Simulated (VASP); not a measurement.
# Tl (P6_3/mmc) in VASP: notebook

One crystal, Tl, is run at these levels: PBEsol; tasks: single point.

Program: VASP 6.6.1. These are calculated values, not measurements. Logs are shortened: lines on timing, memory, paths and dates and some standing lists are left out, and cuts for length are marked.

### Step 1. Starting point

Symmetry: P6_3/mmc, No. 194, hexagonal system. The conventional cell has a = 3.456 Å, b = 3.456 Å, c = 5.525 Å, α = 90.00°, β = 90.00°, γ = 120.00°. Around Tl (site symmetry -6m2) lie 12 Tl at 3.41 to 3.46 Å.

### Step 2. Single point, PBEsol

Contents of INCAR:

```
PREC = Accurate ; ENCUT = 450
EDIFF = 1E-6 ; ISMEAR = 0
SIGMA = 0.1 ; LREAL = False
LASPH = True ; NELM = 100
ALGO = Normal ; ISIF = 2
LWAVE = False ; LCHARG = False
GGA = PS ; NBANDS = 20
ADDGRID = False
```

Contents of KPOINTS:

```
regular mesh
0
Gamma
  13 13 7
```

Contents of POSCAR:

```
Tl
1.0
    3.4560000000      0.0000000000      0.0000000000
   -1.7280000000      2.9929837955      0.0000000000
    0.0000000000      0.0000000000      5.5250000000
Tl
2
Direct
    0.6666666667      0.3333333333      0.7500000000
    0.3333333333      0.6666666667      0.2500000000
```

Potentials or basis: VASP PAW PBE potentials, release 64 (Tl_d).

The run is started by

```sh
$ cat potpaw_PBE.64/Tl_d/POTCAR > POTCAR
$ mpirun -np 1 vasp_std > vasp.out
```

OUTCAR:

```text
PREC = Accurate
   ENCUT = 450
   EDIFF = 1E-6
   ISMEAR = 0
   LREAL = False
   LASPH = True
   NELM = 100
   ISIF = 2
   GGA = PS

 Found     84 irreducible k-points:

 Following reciprocal coordinates:
            Coordinates               Weight
  0.000000  0.000000  0.000000      1.000000
  0.076923  0.000000  0.000000      6.000000
  0.153846  0.000000  0.000000      6.000000
  0.230769  0.000000  0.000000      6.000000
  0.307692  0.000000  0.000000      6.000000
  0.384615 -0.000000  0.000000      6.000000
   k-points           NKPTS =     84   k-points in BZ     NKDIM =     84   number of bands    NBANDS=     20
   number of dos      NEDOS =    301   number of ions     NIONS =      2
   total plane-waves  NPLWV =  23040
   dimension x,y,z NGX =    24 NGY =   24 NGZ =   40
   dimension x,y,z NGXF=    48 NGYF=   48 NGZF=   80
   ions per type =               2
   NGX,Y,Z   is equivalent  to a cutoff of  11.54, 11.54, 12.04 a.u.
   NGXF,Y,Z  is equivalent  to a cutoff of  23.09, 23.09, 24.07 a.u.
 SYSTEM =  unknown system
   PREC   = accura    normal or accurate (medium, high low for compatibility)
   ISTART =      0    job   : 0-new  1-cont  2-samecut
   ICHARG =      2    charge: 1-file 2-atom 10-const
   ISPIN  =      1    spin polarized calculation?
   LNONCOLLINEAR =      F non collinear calculations
   LSORBIT =      F    spin-orbit coupling
   LASPH  =      T    aspherical Exc in radial PAW
   ENCUT  =  450.0 eV  33.07 Ry    5.75 a.u.   5.98  5.98  9.56*2*pi/ulx,y,z
   NELM   =    100;   NELMIN=  2; NELMDL= -5     # of ELM steps
   EDIFF  = 0.1E-05   stopping-criterion for ELM
   LREAL  =      F    real-space projection
   EDIFFG = 0.1E-04   stopping-criterion for IOM
   NSW    =      0    number of steps for IOM
   IBRION =     -1    ionic relax: 0-MD 1-quasi-New 2-CG
   NFREE  =      0    steps in history (QN), initial steepest desc. (CG)
   ISIF   =      2    stress and relaxation
   ISYM   =      2    0-nonsym 1-usesym 2-fastsym
   POTIM  = 0.5000    time-step for ionic-motion
   TEBEG  =    0.0;   TEEND  =   0.0 temperature during run
   PSTRESS=    0.0 pullay stress
   NELECT =      26.0000    total number of electrons
   NUPDOWN=      -1.0000    fix difference up-down
   EMIN   =  10.00;   EMAX   =-10.00  energy-range for DOS
   EFERMI =   0.00;   METHOD = LEGACY
   ISMEAR =     0;   SIGMA  =   0.10  broadening in eV -4-tet -1-fermi 0-gaus
   EFERMI_NEDOS =   21; number of points for ismear=-14 and -15
   IALGO  =     38    algorithm
   IMIX   =      4    mixing-type and parameters
     AMIX     =   0.40;   BMIX     =  1.00
     AMIX_MAG =   1.60;   BMIX_MAG =  1.00
  volume/ion in A,a.u.               =      28.57       192.83
  Fermi-wavevector in a.u.,A,eV,Ry     =   1.259107  2.379366 21.569987  1.585349
  Thomas-Fermi vector in A             =   2.392683
   LORBIT       =      0    0 simple, 1 ext, 2 COOP (PROOUT), +10 PAW based schemes
   GGA     = PS    functional components
   LHFCALC =     F    Hartree Fock is set to
   AEXX    =    0.0000 exact exchange contribution
   IVDW    =     0    specifies the selected vdW correction
   LEPSILON=     F    determine dielectric tensor
   LRPA    =     F    only Hartree local field effects (RPA)
 non-spin polarized calculation
 Gauss-broadening in eV      SIGMA  =   0.10
  energy-cutoff  :      450.00
  volume of cell :       57.15
 maximum number of plane-waves:      1259
 NGX is ok and might be reduce to    24
   NGX = 11   NGY = 11   NGZ = 19

 number of electron      25.9999996 magnetization

 Free energy of the ion-electron system (eV)
  ---------------------------------------------------
  ext. energy  EPLUGINS =         0.00000000
  ---------------------------------------------------
  free energy    TOTEN  =        -5.26548251 eV

  energy without entropy =       -5.26146190  energy(sigma->0) =       -5.26347221

 E-fermi :   6.3973     XC(G=0): -10.3702

 val. band max:        6.3279101715   @ k =   0.3846   0.0769   0.2857
 cond. band min:       6.4074453694   @ k =   0.3077   0.0000   0.2857
 fundamental gap:      0.0795351979
 Fermi energy:         6.3973134432

 k-point     1 :       0.0000    0.0000    0.0000
  band No.  band energies     occupation
      1      -5.3574      2.00000
      2      -5.1220      2.00000
      3      -5.0996      2.00000
      4      -5.0996      2.00000
      5      -5.0454      2.00000
      6      -5.0454      2.00000
[... 12 lines left out ...]
     19      17.1979      0.00000
     20      17.3060      0.00000

 k-point     2 :       0.0769    0.0000    0.0000
  band No.  band energies     occupation
      1      -5.3366      2.00000
      2      -5.1482      2.00000
      3      -5.0739      2.00000
      4      -5.0684      2.00000
      5      -5.0470      2.00000
      6      -5.0215      2.00000
[... 12 lines left out ...]
     19      17.3276      0.00000
     20      17.7928      0.00000

 k-point     3 :       0.1538    0.0000    0.0000
  band No.  band energies     occupation
      1      -5.3074      2.00000
      2      -5.1651      2.00000
      3      -5.0644      2.00000
      4      -5.0429      2.00000
      5      -5.0261      2.00000
      6      -5.0026      2.00000
[... 12 lines left out ...]
     19      16.8239      0.00000
     20      18.3148      0.00000

 k-point     4 :       0.2308    0.0000    0.0000
  band No.  band energies     occupation
      1      -5.3362      2.00000
      2      -5.1519      2.00000
      3      -5.1147      2.00000
      4      -5.0661      2.00000
      5      -5.0577      2.00000
      6      -4.9191      2.00000
[... 12 lines left out ...]
     19      16.2455      0.00000
     20      17.5597      0.00000

 k-point     5 :       0.3077    0.0000    0.0000
  band No.  band energies     occupation
      1      -5.3928      2.00000
      2      -5.1995      2.00000
      3      -5.1809      2.00000
      4      -5.1055      2.00000
      5      -5.0002      2.00000
      6      -4.8649      2.00000
[... 12 lines left out ...]
     19      15.5252      0.00000
     20      16.8840      0.00000

 k-point     6 :       0.3846   -0.0000    0.0000
  band No.  band energies     occupation
      1      -5.4426      2.00000
      2      -5.2735      2.00000
      3      -5.2180      2.00000
      4      -5.1362      2.00000
      5      -4.9483      2.00000
      6      -4.9061      2.00000
[... 12 lines left out ...]
     19      14.9549      0.00000
     20      16.4249      0.00000

 [... further k-points ...]
[... 5 lines left out ...]
  --------------------------------------------------------------------------------------
  -------------------------------------------------------------------------------------
  Total        0.1523706      0.1523706     -0.2749253      0.0000000      0.0000000      0.0000000
  in kB        4.2717063      4.2717063     -7.7075258      0.0000000      0.0000000      0.0000000
  external PRESSURE =       0.2786289 kB  Pullay stress =       0.0000000 kB

 VOLUME and BASIS-vectors are now :
 -----------------------------------------------------------------------------
  energy-cutoff  :      450.00
  volume of cell :       57.15
      direct lattice vectors                 reciprocal lattice vectors
     3.456000000  0.000000000  0.000000000     0.289351852  0.167057370  0.000000000
    -1.728000000  2.992983795  0.000000000     0.000000000  0.334114739  0.000000000
     0.000000000  0.000000000  5.525000000     0.000000000  0.000000000  0.180995475

 POSITION                                       TOTAL-FORCE (eV/Angst)
 -----------------------------------------------------------------------------------
      1.72800      0.99766      4.14375        -0.000000      0.000000      0.000000
     -0.00000      1.99532      1.38125         0.000000     -0.000000      0.000000
 -----------------------------------------------------------------------------------
    total drift:                               -0.000000      0.000000     -0.000000

  FREE ENERGIE OF THE ION-ELECTRON SYSTEM (eV)
  ---------------------------------------------------
  free  energy   TOTEN  =        -5.2654825113 eV

  energy  without entropy=       -5.2614618991  energy(sigma->0) =       -5.26347221
```

It took 24 s on 1 thread of AMD EPYC 9R45 (Zen 5), shared host; peak memory 0.17 GiB.

The run converged, but some of its settings lie outside the range that counts as converged, so its numbers aren't taken as properties of the crystal.

Results:

| Item | Value |
| --- | --- |
| Free energy | -5.2655 eV |
| Pressure | 0.0 GPa |
| Band gap on the k mesh | none (metal or under the smearing width) |

Caveat: the PAW data sets were made with another functional, which shifts forces and pressure a little.

### Step 3. Single point, PBEsol

Changes to INCAR since step 2:

```diff
@@ -1,3 +1,3 @@
 PREC = Accurate ; ENCUT = 450
-EDIFF = 1E-6 ; ISMEAR = 0
+EDIFF = 1E-6 ; ISMEAR = -1
 SIGMA = 0.1 ; LREAL = False
```

KPOINTS is that of step 2.

POSCAR is that of step 2.

Potentials or basis: VASP PAW PBE potentials, release 64 (Tl_d).

The run is started by

```sh
$ cat potpaw_PBE.64/Tl_d/POTCAR > POTCAR
$ mpirun -np 1 vasp_std > vasp.out
```

OUTCAR:

```text
PREC = Accurate
   ENCUT = 450
   EDIFF = 1E-6
   ISMEAR = -1
   LREAL = False
   LASPH = True
   NELM = 100
   ISIF = 2
   GGA = PS

 Found     84 irreducible k-points:

 Following reciprocal coordinates:
            Coordinates               Weight
  0.000000  0.000000  0.000000      1.000000
  0.076923  0.000000  0.000000      6.000000
  0.153846  0.000000  0.000000      6.000000
  0.230769  0.000000  0.000000      6.000000
  0.307692  0.000000  0.000000      6.000000
  0.384615 -0.000000  0.000000      6.000000
   k-points           NKPTS =     84   k-points in BZ     NKDIM =     84   number of bands    NBANDS=     20
   number of dos      NEDOS =    301   number of ions     NIONS =      2
   total plane-waves  NPLWV =  23040
   dimension x,y,z NGX =    24 NGY =   24 NGZ =   40
   dimension x,y,z NGXF=    48 NGYF=   48 NGZF=   80
   ions per type =               2
   NGX,Y,Z   is equivalent  to a cutoff of  11.54, 11.54, 12.04 a.u.
   NGXF,Y,Z  is equivalent  to a cutoff of  23.09, 23.09, 24.07 a.u.
 SYSTEM =  unknown system
   PREC   = accura    normal or accurate (medium, high low for compatibility)
   ISTART =      0    job   : 0-new  1-cont  2-samecut
   ICHARG =      2    charge: 1-file 2-atom 10-const
   ISPIN  =      1    spin polarized calculation?
   LNONCOLLINEAR =      F non collinear calculations
   LSORBIT =      F    spin-orbit coupling
   LASPH  =      T    aspherical Exc in radial PAW
   ENCUT  =  450.0 eV  33.07 Ry    5.75 a.u.   5.98  5.98  9.56*2*pi/ulx,y,z
   NELM   =    100;   NELMIN=  2; NELMDL= -5     # of ELM steps
   EDIFF  = 0.1E-05   stopping-criterion for ELM
   LREAL  =      F    real-space projection
   EDIFFG = 0.1E-04   stopping-criterion for IOM
   NSW    =      0    number of steps for IOM
   IBRION =     -1    ionic relax: 0-MD 1-quasi-New 2-CG
   NFREE  =      0    steps in history (QN), initial steepest desc. (CG)
   ISIF   =      2    stress and relaxation
   ISYM   =      2    0-nonsym 1-usesym 2-fastsym
   POTIM  = 0.5000    time-step for ionic-motion
   TEBEG  =    0.0;   TEEND  =   0.0 temperature during run
   PSTRESS=    0.0 pullay stress
   NELECT =      26.0000    total number of electrons
   NUPDOWN=      -1.0000    fix difference up-down
   EMIN   =  10.00;   EMAX   =-10.00  energy-range for DOS
   EFERMI =   0.00;   METHOD = LEGACY
   ISMEAR =    -1;   SIGMA  =   0.10  broadening in eV -4-tet -1-fermi 0-gaus
   EFERMI_NEDOS =   21; number of points for ismear=-14 and -15
   IALGO  =     38    algorithm
   IMIX   =      4    mixing-type and parameters
     AMIX     =   0.40;   BMIX     =  1.00
     AMIX_MAG =   1.60;   BMIX_MAG =  1.00
  volume/ion in A,a.u.               =      28.57       192.83
  Fermi-wavevector in a.u.,A,eV,Ry     =   1.259107  2.379366 21.569987  1.585349
  Thomas-Fermi vector in A             =   2.392683
   LORBIT       =      0    0 simple, 1 ext, 2 COOP (PROOUT), +10 PAW based schemes
   GGA     = PS    functional components
   LHFCALC =     F    Hartree Fock is set to
   AEXX    =    0.0000 exact exchange contribution
   IVDW    =     0    specifies the selected vdW correction
   LEPSILON=     F    determine dielectric tensor
   LRPA    =     F    only Hartree local field effects (RPA)
 non-spin polarized calculation
  energy-cutoff  :      450.00
  volume of cell :       57.15
 maximum number of plane-waves:      1259
 NGX is ok and might be reduce to    24
   NGX = 11   NGY = 11   NGZ = 19

 number of electron      25.9999996 magnetization

 Free energy of the ion-electron system (eV)
  ---------------------------------------------------
  ext. energy  EPLUGINS =         0.00000000
  ---------------------------------------------------
  free energy    TOTEN  =        -5.27725928 eV

  energy without entropy =       -5.24951805  energy(sigma->0) =       -5.26338866

 E-fermi :   6.4088     XC(G=0): -10.3703

 val. band max:        6.4073106604   @ k =   0.3077   0.0000   0.2857
 cond. band min:       6.4127419986   @ k =   0.0000   0.0000   0.2857
 fundamental gap:      0.0054313383
 Fermi energy:         6.4087716692

 k-point     1 :       0.0000    0.0000    0.0000
  band No.  band energies     occupation
      1      -5.3576      2.00000
      2      -5.1222      2.00000
      3      -5.1001      2.00000
      4      -5.1001      2.00000
      5      -5.0460      2.00000
      6      -5.0460      2.00000
[... 12 lines left out ...]
     19      17.1976      0.00000
     20      17.3058      0.00000

 k-point     2 :       0.0769    0.0000    0.0000
  band No.  band energies     occupation
      1      -5.3369      2.00000
      2      -5.1485      2.00000
      3      -5.0745      2.00000
      4      -5.0688      2.00000
      5      -5.0475      2.00000
      6      -5.0221      2.00000
[... 12 lines left out ...]
     19      17.3273      0.00000
     20      17.7926      0.00000

 k-point     3 :       0.1538    0.0000    0.0000
  band No.  band energies     occupation
      1      -5.3077      2.00000
      2      -5.1655      2.00000
      3      -5.0649      2.00000
      4      -5.0433      2.00000
      5      -5.0264      2.00000
      6      -5.0030      2.00000
[... 12 lines left out ...]
     19      16.8236      0.00000
     20      18.3147      0.00000

 k-point     4 :       0.2308    0.0000    0.0000
  band No.  band energies     occupation
      1      -5.3366      2.00000
      2      -5.1524      2.00000
      3      -5.1150      2.00000
      4      -5.0665      2.00000
      5      -5.0580      2.00000
      6      -4.9195      2.00000
[... 12 lines left out ...]
     19      16.2452      0.00000
     20      17.5598      0.00000

 k-point     5 :       0.3077    0.0000    0.0000
  band No.  band energies     occupation
      1      -5.3933      2.00000
      2      -5.1999      2.00000
      3      -5.1814      2.00000
      4      -5.1058      2.00000
      5      -5.0004      2.00000
      6      -4.8652      2.00000
[... 12 lines left out ...]
     19      15.5249      0.00000
     20      16.8840      0.00000

 k-point     6 :       0.3846   -0.0000    0.0000
  band No.  band energies     occupation
      1      -5.4430      2.00000
      2      -5.2738      2.00000
      3      -5.2185      2.00000
      4      -5.1365      2.00000
      5      -4.9485      2.00000
      6      -4.9065      2.00000
[... 12 lines left out ...]
     19      14.9546      0.00000
     20      16.4249      0.00000

 [... further k-points ...]
[... 5 lines left out ...]
  --------------------------------------------------------------------------------------
  -------------------------------------------------------------------------------------
  Total        0.1158842      0.1158842     -0.1956039      0.0000000      0.0000000      0.0000000
  in kB        3.2488095      3.2488095     -5.4837512      0.0000000      0.0000000      0.0000000
  external PRESSURE =       0.3379559 kB  Pullay stress =       0.0000000 kB

 VOLUME and BASIS-vectors are now :
 -----------------------------------------------------------------------------
  energy-cutoff  :      450.00
  volume of cell :       57.15
      direct lattice vectors                 reciprocal lattice vectors
     3.456000000  0.000000000  0.000000000     0.289351852  0.167057370  0.000000000
    -1.728000000  2.992983795  0.000000000     0.000000000  0.334114739  0.000000000
     0.000000000  0.000000000  5.525000000     0.000000000  0.000000000  0.180995475

 POSITION                                       TOTAL-FORCE (eV/Angst)
 -----------------------------------------------------------------------------------
      1.72800      0.99766      4.14375        -0.000000      0.000000      0.000000
     -0.00000      1.99532      1.38125         0.000000     -0.000000      0.000000
 -----------------------------------------------------------------------------------
    total drift:                               -0.000000      0.000000     -0.000000

  FREE ENERGIE OF THE ION-ELECTRON SYSTEM (eV)
  ---------------------------------------------------
  free  energy   TOTEN  =        -5.2772592771 eV

  energy  without entropy=       -5.2495180468  energy(sigma->0) =       -5.26338866
```

stdout:

```text
POSCAR found type information on POSCAR Tl
 POSCAR found :  1 types and       2 ions
 scaLAPACK will be used
 -----------------------------------------------------------------------------
|                                                                             |
|                                                                             |
|     You enforced a specific xc type in the INCAR file but a different       |
|     I HOPE YOU KNOW WHAT YOU ARE DOING!                                     |
|                                                                             |
 -----------------------------------------------------------------------------

 LDA part: xc-table for (Slater+PW92), standard interpolation
 POSCAR, INCAR and KPOINTS ok, starting setup
 FFT: planning ... GRIDC
 FFT: planning ... GRID_SOFT
 FFT: planning ... GRID
 WAVECAR not read
 entering main loop
```

It took 26 s on 1 thread of AMD EPYC 9R45 (Zen 5), shared host; peak memory 0.17 GiB.

The run converged, but some of its settings lie outside the range that counts as converged, so its numbers aren't taken as properties of the crystal.

Results:

| Property | Result |
| --- | --- |
| Free energy | -5.2773 eV |
| Pressure | 0.0 GPa |
| Band gap on the k mesh | none (metal or under the smearing width) |

Caveat: the PAW data sets were made with another functional, which shifts forces and pressure a little.

### Step 4. Single point, PBEsol

Changes to INCAR since step 3:

```diff
@@ -1,3 +1,3 @@
-PREC = Accurate ; ENCUT = 450
-EDIFF = 1E-6 ; ISMEAR = -1
+PREC = Accurate ; ENCUT = 550
+EDIFF = 1E-6 ; ISMEAR = 1
 SIGMA = 0.1 ; LREAL = False
```

KPOINTS is that of step 3.

POSCAR is that of step 3.

The run is started by

```sh
$ cat potpaw_PBE.64/Tl_d/POTCAR > POTCAR
$ mpirun -np 1 vasp_std > vasp.out
```

It took 35 s on 1 thread of AMD EPYC 9R45 (Zen 5), shared host; peak memory 0.2 GiB.

These settings aren't checked as converged: the numbers below hold their error.

Results:

```yaml
Free_energy: -5.2629 eV
Pressure: 0.0 GPa
Band_gap_on_the_k_mesh: none (metal or under the smearing width)
```

Caveat: the PAW data sets were made with another functional, which shifts forces and pressure a little.

(Continued in part 2 of 2.)
